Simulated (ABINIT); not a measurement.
# Au (Fm-3m) in ABINIT: a series of runs

Aim: see how the results for Au move with the level of theory and the settings. Levels: HSE06, PBE0. Tasks: single point.

Program: ABINIT 10.8.3 (patched build). These are calculated values, not measurements. Logs are shortened: lines on timing, memory, paths and dates and some standing lists are left out, and cuts for length are marked. The log counts tension as positive stress, the text compression.

### Step 1. The structure

It takes space group Fm-3m (No. 225, cubic). The conventional cell has a = 4.070 Å, b = 4.070 Å, c = 4.070 Å, α = 90.00°, β = 90.00°, γ = 90.00°. Around Au (site symmetry m-3m) lie 12 Au at 2.88 Å.

### Step 2. Single point, HSE06

File run.abi:

```
pp_dirpath "./"
pseudos "Au.upf"

acell 3*1.0
rprim
     0.0000000000     3.8455926636     3.8455926636
     3.8455926636     0.0000000000     3.8455926636
     3.8455926636     3.8455926636     0.0000000000
ntypat 1
znucl 79
natom 1
typat 1
xred
     0.0000000000     0.0000000000     0.0000000000

ecut 32.0

kptopt 1
ngkpt 8 8 8
nshiftk 1
shiftk 0.0 0.0 0.0

ixc -428
fockdownsampling 2 2 2

nband 14
occopt 3
tsmear 0.05 eV

nstep 60
toldfe 1.0e-7

iomode 3
prtwf 0
prtden 0
prteig 0
prtebands 0
enunit 1
```

Potentials or basis: PseudoDojo NC SR PBE v0.4.1 standard.

Command:

```
mpirun --bind-to none -np 4 abinit run.abi > log 2>&1
```

run.abo:

```text
.Version 10.8.3 of ABINIT
 Symmetries : space group Fm -3 m (#225); Bravais cF (face-center cubic)
================================================================================
 Values of the parameters that define the memory need of the present run
     intxc =       0    ionmov =       0      iscf =       7    lmnmax =       7
     lnmax =       7     mgfft =      30  mpssoang =       4    mqgrid =    3001
     natom =       1  nloc_mem =       1    nspden =       1   nspinor =       1
    nsppol =       1      nsym =      48    n1xccc =    2501    ntypat =       1
    occopt =       3   xclevel =       2
       mpw =         995          nfft =       27000          nkpt =          29
================================================================================
================================================================================

--------------------------------------------------------------------------------
------------- Echo of variables that govern the present computation ------------
--------------------------------------------------------------------------------
 -outvars: echo values of preprocessed input variables --------
            acell      1.0000000000E+00  1.0000000000E+00  1.0000000000E+00 Bohr
              amu      1.96966540E+02
             ecut      3.20000000E+01 Hartree
           enunit           1
 fockdownsampling           2       2       2
              ixc        -428
                       outvar_i_n : Printing only first  50 k-points.
         kptrlatt        8    0    0      0    8    0      0    0    8
          kptrlen      4.35079144E+01
            natom           1
            nband          14
          nbandhf          14
            ngfft          30      30      30
             nkpt          29
           nkpthf          64
            nstep          60
             nsym          48
           ntypat           1
           occopt           3
        optforces           0
        optstress           0
           prtden           0
        prtebands           0
           prteig           0
            prtwf           0
            rprim      0.0000000000E+00  3.8455926636E+00  3.8455926636E+00
                       3.8455926636E+00  0.0000000000E+00  3.8455926636E+00
                       3.8455926636E+00  3.8455926636E+00  0.0000000000E+00
          spgroup         225
           toldfe      1.00000000E-07 Hartree
           tsmear      1.83746611E-03 Hartree
            typat      1
          usefock           1
            znucl       79.00000

================================================================================

 chkinp: Checking input parameters for consistency.

================================================================================
== DATASET  1 ==================================================================

--- !DatasetInfo
iteration_state: {dtset: 1, }
dimensions: {natom: 1, nkpt: 29, mband: 14, nsppol: 1, nspinor: 1, nspden: 1, mpw: 995, }
cutoff_energies: {ecut:  32.0, pawecutdg:  -1.0, }
electrons: {nelect:   1.90000000E+01, charge:   0.00000000E+00, occopt:   3.00000000E+00, tsmear:   1.83746611E-03, }
meta: {optdriver: 0, ionmov: 0, optcell: 0, iscf: 7, paral_kgb: 0, }
...

 Real(R)+Recip(G) space primitive vectors, cartesian coordinates (Bohr,Bohr^-1):
 R(1)=  0.0000000  3.8455927  3.8455927  G(1)= -0.1300190  0.1300190  0.1300190
 R(2)=  3.8455927  0.0000000  3.8455927  G(2)=  0.1300190 -0.1300190  0.1300190
 R(3)=  3.8455927  3.8455927  0.0000000  G(3)=  0.1300190  0.1300190 -0.1300190
 Unit cell volume ucvol=  1.1374173E+02 bohr^3
 Angles (23,13,12)=  6.00000000E+01  6.00000000E+01  6.00000000E+01 degrees

 getcut: wavevector=  0.0000  0.0000  0.0000  ngfft=  30  30  30
         ecut(hartree)=     32.000   => boxcut(ratio)=   2.16863

--- Pseudopotential description ------------------------------------------------
- pspini: atom type   1  psp file is ./Au.upf
12 -101130 3 -1 1356                          pspcod,pspxc,lmax,lloc,mmax
     nproj     2     2     2     1

   6.12448423E+02                                ecore*ucvol(ha*bohr**3)
--------------------------------------------------------------------------------

================================================================================

--- !BeginCycle
iteration_state: {dtset: 1, }
solver: {iscf: 7, nstep: 60, nline: 4, wfoptalg: 0, }
tolerances: {toldfe: 1.00E-07, }
...

     iter   Etot(hartree)      deltaE(h)  residm     vres2
 ETOT  1  -145.54984583101    -1.455E+02 8.666E-02 7.991E+02
 ETOT  2  -147.77500027631    -2.225E+00 2.284E-02 1.343E+03
 ETOT  3  -148.07695928329    -3.020E-01 3.190E-03 3.115E+02
 ETOT  4  -148.14763415584    -7.067E-02 1.095E-03 6.386E+01
 ETOT  5  -148.15589715612    -8.263E-03 8.593E-05 6.374E+01
 ETOT  6  -148.17462101253    -1.872E-02 7.330E-04 2.205E-01
 ETOT  7  -148.17589745101    -1.276E-03 7.989E-05 3.604E+00
 ETOT  8  -148.17690581352    -1.008E-03 8.182E-05 3.409E-02
 ETOT  9  -148.17683175509     7.406E-05 4.420E-05 1.564E-01
 ETOT 10  -148.17680449798     2.726E-05 6.806E-05 2.950E-01
 ETOT 11  -148.17686014800    -5.565E-05 9.287E-05 1.069E-01
 ETOT 12  -148.17687555699    -1.541E-05 3.818E-05 9.906E-03
 ETOT 13  -148.17686540976     1.015E-05 3.576E-05 7.790E-05
 ETOT 14  -148.17685913090     6.279E-06 2.691E-05 1.414E-04
 ETOT 15  -148.17685733548     1.795E-06 1.688E-05 2.359E-04
 ETOT 16  -148.17685687300     4.625E-07 9.518E-06 6.103E-04
 ETOT 17  -148.17685642671     4.463E-07 5.066E-06 7.137E-06
 ETOT 18  -148.17685770728    -1.281E-06 3.041E-06 8.623E-07
 ETOT 19  -148.17685802174    -3.145E-07 1.552E-06 1.453E-06
 ETOT 20  -148.17685806636    -4.462E-08 9.308E-07 1.777E-06
 ETOT 21  -148.17685807883    -1.247E-08 5.023E-07 1.642E-06

 At SCF step   21, etot is converged :
  for the second time, diff in etot=  1.247E-08 < toldfe=  1.000E-07

--- !ResultsGS
iteration_state: {dtset: 1, }
comment   : Summary of ground state results
lattice_vectors:
- [  0.0000000,   3.8455927,   3.8455927, ]
- [  3.8455927,   0.0000000,   3.8455927, ]
- [  3.8455927,   3.8455927,   0.0000000, ]
lattice_lengths: [   5.43849,    5.43849,    5.43849, ]
lattice_angles: [ 60.000,  60.000,  60.000, ] # degrees, (23, 13, 12)
lattice_volume:   1.1374173E+02
convergence: {deltae: -1.247E-08, res2:  1.642E-06, residm:  5.023E-07, diffor:  0.000E+00, }
etotal    :  -1.48176858E+02
entropy   :   0.00000000E+00
fermie    :   4.75516025E-01
cartesian_stress_tensor: null
pressure_GPa: null
xred      :
- [  0.0000E+00,   0.0000E+00,   0.0000E+00, Au]
cartesian_forces: null
force_length_stats: {min: null, max: null, mean: null, }
...

 Integrated electronic density in atomic spheres:
 ------------------------------------------------
 Atom  Sphere_radius  Integrated_density
    1        2.00000         15.62952856
================================================================================

 ----iterations are completed or convergence reached----

 Mean square residual over all n,k,spin=   12.427E-10; max=  50.232E-08
 reduced coordinates (array xred) for    1 atoms
       0.000000000000      0.000000000000      0.000000000000

 cartesian coordinates (angstrom) at end:
    1      0.00000000000000     0.00000000000000     0.00000000000000
 length scales=  1.000000000000  1.000000000000  1.000000000000 bohr
              =  0.529177210544  0.529177210544  0.529177210544 angstroms
 Fermi (or HOMO) energy (eV) =  12.93945   Average Vxc (eV)= -11.12961
 Eigenvalues (   eV  ) for nkpt=  29  k points:
 kpt#   1, nband= 14, wtk=  0.00195, kpt=  0.0000  0.0000  0.0000 (reduced coord)
 -97.20784  -47.07622  -47.07622  -47.07622    2.13567    7.30390    7.30390    7.30390
   8.92180    8.92180   28.46619   32.72622   32.72622   32.72622
 prteigrs : prtvol=0 or 1, do not print more k-points.

--- !EnergyTerms
iteration_state     : {dtset: 1, }
comment             : Components of total free energy in Hartree
kinetic             :  4.26956519233238E+01
hartree             :  2.59977624559355E+01
xc                  : -2.34144736789452E+01
Ewald energy        : -1.07599488137522E+02
psp_core            :  5.38455333592631E+00
local_psp           : -9.10715602499813E+01
non_local_psp+x     : -1.69156970371935E-01
internal            : -1.48176711321635E+02
'-kT*entropy'       : -1.46757198744156E-04
total_energy        : -1.48176858078834E+02
...

--- !EnergyTermsDC
iteration_state     : {dtset: 1, }
comment             : '"Double-counting" decomposition of free energy'
band_energy         : -1.43554207957234E+01
Ewald energy        : -1.07599488137522E+02
psp_core            :  5.38455333592631E+00
xc_dc               : -3.16060966897064E+01
internal            : -1.48176452287025E+02
'-kT*entropy'       : -1.46757198744156E-04
total_energy_dc     : -1.48176599044224E+02
...

== END DATASET(S) ==============================================================
================================================================================

 -outvars: echo values of variables after computation  --------
            acell      1.0000000000E+00  1.0000000000E+00  1.0000000000E+00 Bohr
           etotal     -1.4817685808E+02
            fcart      9.9999999999E+99  9.9999999999E+99  9.9999999999E+99
            rprim      0.0000000000E+00  3.8455926636E+00  3.8455926636E+00
                       3.8455926636E+00  0.0000000000E+00  3.8455926636E+00
                       3.8455926636E+00  3.8455926636E+00  0.0000000000E+00
           strten      9.9999999999E+99  9.9999999999E+99  9.9999999999E+99
                       9.9999999999E+99  9.9999999999E+99  9.9999999999E+99
 Calculation completed.
```

Wall time 36 min (4 MPI ranks of Intel Xeon Platinum 8259CL at 2.50GHz (Skylake/Cascade Lake), shared host); peak memory 0.32 GiB.

Results:

- Free energy: -4032.0977 eV
- Band gap on the k mesh: none (metal or under the smearing width)
- Valence electrons inside the program's atomic spheres: Au 15.63 (radii [1.0584] Å)

Caveat: the cutoff is too short for stress, so the log's stress isn't used; Libxc's HSE differs a little from that of other programs; the potentials were made for another functional, which shifts forces and pressure.

### Step 3. Single point, PBE0

File run.abi:

```
# Pseudopotentials
pp_dirpath "./"
pseudos "Au.upf"

# Structure
acell 5.4384893002 5.4384893002 5.4384893002
rprim
     0.0000000000     0.7071067812     0.7071067812
     0.7071067812     0.0000000000     0.7071067812
     0.7071067812     0.7071067812     0.0000000000
ntypat 1
znucl 79
natom 1
typat 1
xred
     0.0000000000     0.0000000000     0.0000000000

# Plane-wave basis
ecut 870.764360 eV

# k points
kptopt 1
ngkpt 8 8 8
nshiftk 1
shiftk 0.0 0.0 0.0

# Exchange and correlation
ixc 41
fockdownsampling 2 2 2

# Bands and occupations
nband 14
occopt 3
tsmear 0.05 eV

# SCF cycle
nstep 60
toldfe 1.0e-7

# Output
iomode 3
prtwf 0
prtden 0
prteig 0
prtebands 0
enunit 2
```

Potentials or basis: PseudoDojo NC SR PBE v0.4.1 standard.

Command:

```
mpirun --bind-to none -np 4 abinit run.abi > log 2>&1
```

Run time: 38 min. Hardware: 4 MPI ranks of Intel Xeon Platinum 8259CL at 2.50GHz (Skylake/Cascade Lake), shared host; peak memory 0.32 GiB.

It converged, with:

- Free energy: -4032.1271 eV
- Band gap on the k mesh: none (metal or under the smearing width)
- Valence electrons inside the program's atomic spheres: Au 15.62 (radii [1.0584] Å)

Levels at points of the mesh, in eV from the Fermi level:
```
           k point  band 6  band 7  band 8  band 9  band 10  band 11  band 12  band 13  band 14
(0.00, 0.00, 0.00)   -5.96   -5.96   -5.96   -4.34    -4.34    15.96    20.24    20.24    20.24
(0.50, 0.00, 0.00)   -6.03   -6.03   -2.89   -2.89    -1.21     4.43    15.38    19.05    19.05
(0.50, 0.50, 0.00)   -8.23   -3.02   -2.44   -2.44     1.86     7.54    11.59    11.59    19.09
```

Caveat: the cutoff is too short for stress, so the log's stress isn't used; the potentials were made for another functional, which shifts forces and pressure. Spin-orbit coupling is left out, which matters for the levels of Au.

### Step 4. Single point, PBE0

File run.abi:

```
pp_dirpath "./"
pseudos "79_Au_19_2.4_2.5_pbe_n_v1.0.psp8"

acell 3*1.0 Angstrom
rprim
     0.0000000000     2.0350000000     2.0350000000
     2.0350000000     0.0000000000     2.0350000000
     2.0350000000     2.0350000000     0.0000000000
ntypat 1
znucl 79
natom 1
typat 1
xred
     0.0000000000     0.0000000000     0.0000000000

ecut 26.0

kptopt 1
ngkpt 8 8 8
nshiftk 1
shiftk 0.0 0.0 0.0

ixc 41
fockdownsampling 2 2 2

nband 14
occopt 3
tsmear 0.00183747

nstep 60
toldfe 1.0e-7

iomode 3
prtwf 0
prteig 0
prtebands 0
enunit 2
prtden 1
prtvha 1
prtvclmb 1
prtpot 1
prtelf 1
```

Potentials or basis: SPMS NC PBE v1.0.

Command:

```
mpirun --bind-to none -np 4 abinit run.abi > log 2>&1
```

Run time: 48 min. Hardware: 4 MPI ranks of Arm Neoverse N1, shared host; peak memory 0.28 GiB.

The run converged. Its results:

- Free energy: -3904.2572 eV
- Band gap on the k mesh: none (metal or under the smearing width)
- Valence electrons inside the program's atomic spheres: Au 15.59 (radii [1.0584] Å)

Levels at points of the mesh, in eV from the Fermi level:
| k point | band 7 | band 8 | band 9 | band 10 | band 11 | band 12 | band 13 | band 14 |
| --- | --- | --- | --- | --- | --- | --- | --- | --- |
| (0.00, 0.00, 0.00) | -5.92 | -5.92 | -4.28 | -4.28 | 15.93 | 20.22 | 20.22 | 20.22 |
| (0.50, 0.00, 0.00) | -5.98 | -2.83 | -2.83 | -1.23 | 4.36 | 15.35 | 19.02 | 19.02 |
| (0.50, 0.50, 0.00) | -2.96 | -2.37 | -2.37 | 1.84 | 7.42 | 11.56 | 11.56 | 19.08 |

Caveat: the potentials were made for another functional, which shifts forces and pressure.

### Step 5. The runs side by side

```csv
level,potentials or basis,cutoff (eV),gap on the mesh (eV)
HSE06,PseudoDojo NC SR PBE v0.4.1 standard,871,none
PBE0,PseudoDojo NC SR PBE v0.4.1 standard,871,none
PBE0,SPMS NC PBE v1.0,707,none
```

Alike in all rows: task single point; no spin polarisation; cell as given; k mesh 8 × 8 × 8; smearing fermi-dirac 0.05 eV.

Caveats: the potentials were made for another functional, which shifts forces and pressure; Libxc's HSE differs a little from that of other programs (some runs).

Total energies depend on the potentials used, so only differences within one code and one set of settings carry meaning.
